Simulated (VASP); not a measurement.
# Ga (P6_3/mmc) in VASP: a series of runs, part 2 of 2

VASP 6.6.1. Earlier steps stand in the parts before.

### 4 Single point, revPBE

This run uses another cell than the first one, of 21.05 Å³/atom, 1.080 times its volume.

The input, INCAR:

```
SYSTEM = Ga
ALGO = Normal
EDIFF = 1E-7
ENCUT = 520
GGA = RE
ISIF = 2
ISMEAR = -1
LASPH = .TRUE.
LCHARG = .TRUE.
LELF = .TRUE.
LREAL = .FALSE.
LVHAR = .TRUE.
LWAVE = .FALSE.
NBANDS = 34
NELM = 80
PREC = Accurate
SIGMA = 0.1
```

The input, KPOINTS:

```
k-points
0
G
  13 13 4
  0 0 0
```

The input, POSCAR:

```
Ga
1.0
    3.0991573347      0.0000000000      0.0000000000
   -1.5495786674      2.6839489821      0.0000000000
    0.0000000000      0.0000000000     10.1203554240
Ga
4
Direct
    1.0000000000      1.0000000000      0.0000000000
    0.0000000000      0.0000000000      0.5000000000
    0.3333333333      0.6666666667      0.2500000000
    0.6666666667      0.3333333333      0.7500000000
```

Potentials or basis: VASP PAW PBE potentials, release 64 (Ga_d).

Launch:

```
> cat potpaw_PBE.64/Ga_d/POTCAR > POTCAR
> mpirun -np 1 vasp_std > vasp.out
```

OUTCAR:

```text
SYSTEM = Ga
   EDIFF = 1E-7
   ENCUT = 520
   GGA = RE
   ISIF = 2
   ISMEAR = -1
   LASPH = .TRUE.
   LREAL = .FALSE.
   NELM = 80
   PREC = Accurate

 ion  position               nearest neighbor table
   1  0.000  0.000  0.000-
   2  0.000  0.000  0.500-
   3  0.333  0.667  0.250-
   4  0.667  0.333  0.750-

  LATTYP: Found a hexagonal cell.
 ALAT       =     3.0991573347
 C/A-ratio  =     3.2655184397

  Lattice vectors:

 A1 = (   3.0991573347,   0.0000000000,   0.0000000000)
 A2 = (  -1.5495786674,   2.6839489821,   0.0000000000)
 A3 = (   0.0000000000,   0.0000000000,  10.1203554240)

Analysis of symmetry for initial positions (statically):
=====================================================================
 Subroutine PRICEL returns:
 Original cell was already a primitive cell.

 Routine SETGRP: Setting up the symmetry group for a
 hexagonal supercell.

 Subroutine GETGRP returns: Found 24 space group operations
 (whereof 12 operations were pure point group operations)
 out of a pool of 24 trial point group operations.

The static configuration has the point symmetry D_3d.
 The point group associated with its full space group is D_6h.

Analysis of symmetry for dynamics (positions and initial velocities):
=====================================================================
 Subroutine PRICEL returns:
 Original cell was already a primitive cell.

 Routine SETGRP: Setting up the symmetry group for a
 hexagonal supercell.

 Subroutine GETGRP returns: Found 24 space group operations
 (whereof 12 operations were pure point group operations)
 out of a pool of 24 trial point group operations.

The dynamic configuration has the point symmetry D_3d.
 The point group associated with its full space group is D_6h.

 Subroutine INISYM returns: Found 24 space group operations
 (whereof 12 operations are pure point group operations),
 and found     1 'primitive' translations

----------------------------------------------------------------------------------------

                                     Primitive cell

  volume of cell :      84.1809

  direct lattice vectors                    reciprocal lattice vectors
     3.099157335  0.000000000  0.000000000     0.322668355  0.186292662  0.000000000
    -1.549578667  2.683948982  0.000000000     0.000000000  0.372585324  0.000000000
     0.000000000  0.000000000 10.120355424     0.000000000  0.000000000  0.098810759

  length of vectors
     3.099157335  3.099157335 10.120355424     0.372585324  0.372585324  0.098810759

  position of ions in fractional coordinates (direct lattice)
     0.000000000  0.000000000  0.000000000
     0.000000000  0.000000000  0.500000000
     0.333333333  0.666666667  0.250000000
     0.666666667  0.333333333  0.750000000

  ion indices of the primitive-cell ions
   primitive index   ion index
                 1           1
                 2           2
                 3           3
                 4           4

----------------------------------------------------------------------------------------

 KPOINTS: k-points

Automatic generation of k-mesh.
 Grid dimensions read from file:
 generate k-points for:   13   13    4

 Generating k-lattice:

  Cartesian coordinates                     Fractional coordinates (reciprocal lattice)
     0.024820643  0.014330205  0.000000000     0.076923077  0.000000000  0.000000000
     0.000000000  0.028660410  0.000000000     0.000000000  0.076923077  0.000000000
     0.000000000  0.000000000  0.024702690     0.000000000  0.000000000  0.250000000

  Length of vectors
     0.028660410  0.028660410  0.024702690

  Shift w.r.t. Gamma in fractional coordinates (k-lattice)
     0.000000000  0.000000000  0.000000000

 Subroutine IBZKPT returns following result:
 ===========================================

 Found     63 irreducible k-points:

 Following reciprocal coordinates:
            Coordinates               Weight
  0.000000  0.000000  0.000000      1.000000
  0.076923  0.000000  0.000000      6.000000
  0.153846  0.000000  0.000000      6.000000
  0.230769  0.000000  0.000000      6.000000
  0.307692  0.000000  0.000000      6.000000
  0.384615  0.000000  0.000000      6.000000
[... 16 lines left out ...]
  0.076923  0.000000  0.250000     12.000000
  0.153846  0.000000  0.250000     12.000000
 [... further k-points ...]
   k-points           NKPTS =     63   k-points in BZ     NKDIM =     63   number of bands    NBANDS=     34
   number of dos      NEDOS =    301   number of ions     NIONS =      4
   total plane-waves  NPLWV =  46080
   dimension x,y,z NGX =    24 NGY =   24 NGZ =   80
   dimension x,y,z NGXF=    48 NGYF=   48 NGZF=  160
   ions per type =               4
   NGX,Y,Z   is equivalent  to a cutoff of  12.87, 12.87, 13.14 a.u.
   NGXF,Y,Z  is equivalent  to a cutoff of  25.75, 25.75, 26.28 a.u.
 SYSTEM =  Ga
   PREC   = accura    normal or accurate (medium, high low for compatibility)
   ISTART =      0    job   : 0-new  1-cont  2-samecut
   ICHARG =      2    charge: 1-file 2-atom 10-const
   ISPIN  =      1    spin polarized calculation?
   LNONCOLLINEAR =      F non collinear calculations
   LSORBIT =      F    spin-orbit coupling
   LASPH  =      T    aspherical Exc in radial PAW
   ENCUT  =  520.0 eV  38.22 Ry    6.18 a.u.   5.76  5.76 18.82*2*pi/ulx,y,z
   NELM   =     80;   NELMIN=  2; NELMDL= -5     # of ELM steps
   EDIFF  = 0.1E-06   stopping-criterion for ELM
   LREAL  =      F    real-space projection
   EDIFFG = 0.1E-05   stopping-criterion for IOM
   NSW    =      0    number of steps for IOM
   IBRION =     -1    ionic relax: 0-MD 1-quasi-New 2-CG
   NFREE  =      0    steps in history (QN), initial steepest desc. (CG)
   ISIF   =      2    stress and relaxation
   ISYM   =      2    0-nonsym 1-usesym 2-fastsym
   POTIM  = 0.5000    time-step for ionic-motion
   TEBEG  =    0.0;   TEEND  =   0.0 temperature during run
   PSTRESS=    0.0 pullay stress
   NELECT =      52.0000    total number of electrons
   NUPDOWN=      -1.0000    fix difference up-down
   EMIN   =  10.00;   EMAX   =-10.00  energy-range for DOS
   EFERMI =   0.00;   METHOD = LEGACY
   ISMEAR =    -1;   SIGMA  =   0.10  broadening in eV -4-tet -1-fermi 0-gaus
   EFERMI_NEDOS =   21; number of points for ismear=-14 and -15
   IALGO  =     38    algorithm
   IMIX   =      4    mixing-type and parameters
     AMIX     =   0.40;   BMIX     =  1.00
     AMIX_MAG =   1.60;   BMIX_MAG =  1.00
  volume/ion in A,a.u.               =      21.05       142.02
  Fermi-wavevector in a.u.,A,eV,Ry     =   1.394242  2.634735 26.448500  1.943910
  Thomas-Fermi vector in A             =   2.517810
   LORBIT       =      0    0 simple, 1 ext, 2 COOP (PROOUT), +10 PAW based schemes
   GGA     = RE    functional components
   LHFCALC =     F    Hartree Fock is set to
   AEXX    =    0.0000 exact exchange contribution
   IVDW    =     0    specifies the selected vdW correction
   LEPSILON=     F    determine dielectric tensor
   LRPA    =     F    only Hartree local field effects (RPA)
 non-spin polarized calculation
  energy-cutoff  :      520.00
  volume of cell :       84.18
 maximum number of plane-waves:      2286
 NGX is ok and might be reduce to    24
   NGX = 11   NGY = 11   NGZ = 37

 number of electron      52.0000021 magnetization

 Free energy of the ion-electron system (eV)
  ---------------------------------------------------
  ext. energy  EPLUGINS =         0.00000000
  ---------------------------------------------------
  free energy    TOTEN  =       -10.34253048 eV

  energy without entropy =      -10.28467143  energy(sigma->0) =      -10.31360096

 E-fermi :   4.6932     XC(G=0): -10.3898

 val. band max:        4.6887889062   @ k =   0.3846   0.0000   0.2500
 cond. band min:       4.7743383994   @ k =   0.3846   0.0000   0.0000
 fundamental gap:      0.0855494932
 Fermi energy:         4.6932200758

 k-point     1 :       0.0000    0.0000    0.0000
  band No.  band energies     occupation
      1     -10.2040      2.00000
      2     -10.1826      2.00000
      3     -10.1652      2.00000
      4     -10.1614      2.00000
      5     -10.1614      2.00000
      6     -10.1557      2.00000
[... 26 lines left out ...]
     33      14.5775      0.00000
     34      15.5964      0.00000
[... 820 lines left out ...]
      4     -10.1615      2.00000
      5     -10.1525      2.00000
      6     -10.1392      2.00000
[... 26 lines left out ...]
     33      13.1250      0.00000
     34      13.9469      0.00000

 [... further k-points ...]
[... 5 lines left out ...]
  --------------------------------------------------------------------------------------
  -------------------------------------------------------------------------------------
  Total       -1.4759700     -1.4759700     -1.3751357      0.0000000      0.0000000      0.0000000
  in kB      -28.0914692    -28.0914692    -26.1723359      0.0000000      0.0000000      0.0000000
  external PRESSURE =     -27.4517581 kB  Pullay stress =       0.0000000 kB

 VOLUME and BASIS-vectors are now :
 -----------------------------------------------------------------------------
  energy-cutoff  :      520.00
  volume of cell :       84.18
      direct lattice vectors                 reciprocal lattice vectors
     3.099157335  0.000000000  0.000000000     0.322668355  0.186292662  0.000000000
    -1.549578667  2.683948982  0.000000000     0.000000000  0.372585324  0.000000000
     0.000000000  0.000000000 10.120355424     0.000000000  0.000000000  0.098810759

 POSITION                                       TOTAL-FORCE (eV/Angst)
 -----------------------------------------------------------------------------------
      0.00000      0.00000      0.00000         0.000000      0.000000     -0.000000
      0.00000      0.00000      5.06018         0.000000      0.000000     -0.000000
     -0.00000      1.78930      2.53009        -0.000000      0.000000      0.000000
      1.54958      0.89465      7.59027         0.000000     -0.000000      0.000000
 -----------------------------------------------------------------------------------
    total drift:                               -0.000000      0.000000     -0.000000

  FREE ENERGIE OF THE ION-ELECTRON SYSTEM (eV)
  ---------------------------------------------------
  free  energy   TOTEN  =       -10.3425304780 eV

  energy  without entropy=      -10.2846714331  energy(sigma->0) =      -10.31360096
```

OSZICAR:

```text
N       E                     dE             d eps       ncg     rms          rms(c)
DAV:   1     0.344756505853E+03    0.34476E+03   -0.25758E+04  4510   0.282E+03
DAV:   2     0.313315776132E+02   -0.31342E+03   -0.30615E+03  4412   0.517E+02
DAV:   3    -0.906731069218E+01   -0.40399E+02   -0.39836E+02  4978   0.144E+02
DAV:   4    -0.103896665771E+02   -0.13224E+01   -0.13142E+01  4968   0.282E+01
DAV:   5    -0.104161519959E+02   -0.26485E-01   -0.26468E-01  5376   0.433E+00    0.144E+00
DAV:   6    -0.103574360766E+02    0.58716E-01   -0.13031E-01  5374   0.428E+00    0.792E-01
DAV:   7    -0.103436892892E+02    0.13747E-01   -0.39076E-02  5702   0.205E+00    0.214E-01
DAV:   8    -0.103424051077E+02    0.12842E-02   -0.43422E-03  4790   0.184E+00    0.344E-02
DAV:   9    -0.103424708015E+02   -0.65694E-04   -0.11884E-03  5088   0.802E-01    0.159E-02
DAV:  10    -0.103425271395E+02   -0.56338E-04   -0.40204E-04  4984   0.238E-01    0.104E-02
DAV:  11    -0.103425287041E+02   -0.15645E-05   -0.53598E-05  5458   0.208E-01    0.202E-03
DAV:  12    -0.103425305042E+02   -0.18001E-05   -0.20400E-05  7164   0.736E-02    0.119E-03
DAV:  13    -0.103425304780E+02    0.26159E-07   -0.94189E-07  4936   0.232E-02
   1 F= -.10342530E+02 E0= -.10313601E+02  d E =-.578590E-01
```

stdout:

```text
POSCAR found type information on POSCAR Ga
 POSCAR found :  1 types and       4 ions
 scaLAPACK will be used
 -----------------------------------------------------------------------------
|                                                                             |
|                                                                             |
|     You enforced a specific xc type in the INCAR file but a different       |
|     I HOPE YOU KNOW WHAT YOU ARE DOING!                                     |
|                                                                             |
 -----------------------------------------------------------------------------

 LDA part: xc-table for (Slater+PW92), standard interpolation
 POSCAR, INCAR and KPOINTS ok, starting setup
 FFT: planning ... GRIDC
 FFT: planning ... GRID_SOFT
 FFT: planning ... GRID
 WAVECAR not read
 entering main loop
```

Run time: 2 min. Hardware: 1 thread of Intel Xeon Platinum 8488C (Sapphire Rapids), shared host; peak memory 0.27 GiB.

Results:

- Free energy: -10.3425 eV
- Pressure: -2.7 GPa
- Band gap on the k mesh: none (metal or under the smearing width)

Caveat: the PAW data sets were made with another functional, which shifts forces and pressure a little.

### 5 The runs side by side

| cell | k mesh | gap on the mesh (eV) | pressure (GPa) |
| --- | --- | --- | --- |
| P6_3/mmc, 19.49 Å³/atom | 16 × 16 × 5 | none | 0.1 |
| P6_3/mmc, 20.27 Å³/atom | 13 × 13 × 4 | none | -1.5 |
| P6_3/mmc, 21.05 Å³/atom | 13 × 13 × 4 | none | -2.7 |

Alike in all rows: task single point; level revPBE; potentials or basis VASP PAW PBE potentials, release 64 (Ga_d); no spin polarisation; cutoff (eV) 520; smearing fermi-dirac 0.1 eV.

Every run on the cell as given and a fine mesh finds a metal.

Caveats: the PAW data sets were made with another functional, which shifts forces and pressure a little.

Total energies depend on the potentials used, so only differences within one code and one set of settings carry meaning.
